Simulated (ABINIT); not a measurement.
Ag:

```
CELL_PARAMETERS angstrom
0.00000 2.04275 2.04275
2.04275 0.00000 2.04275
2.04275 2.04275 0.00000
ATOMIC_POSITIONS crystal
Ag 0.00000 0.00000 0.00000
```

Base run:

| Quantity | Value |
| --- | --- |
| Program | ABINIT 10.8.3 (patched build) |
| Functional | SOGGA |
| Potentials or basis | PseudoDojo NC SR PBEsol v0.4.1 standard |
| Cutoff | 1116 eV |
| k mesh | 11 × 11 × 11 |
| Occupations | fermi-dirac, width 0.05 eV |
| Spin | no spin polarisation |

Its results: band gap on the k mesh none (metal or under the smearing width); pressure -4.8 GPa.

Task: The run is repeated on the same cell with these changes: functional from SOGGA to PBEsol. What comes out?

Result: Band gap on the k mesh none (metal or under the smearing width); pressure -3.1 GPa.

Caveats: the potentials were made for another functional, which shifts forces and pressure (some runs).
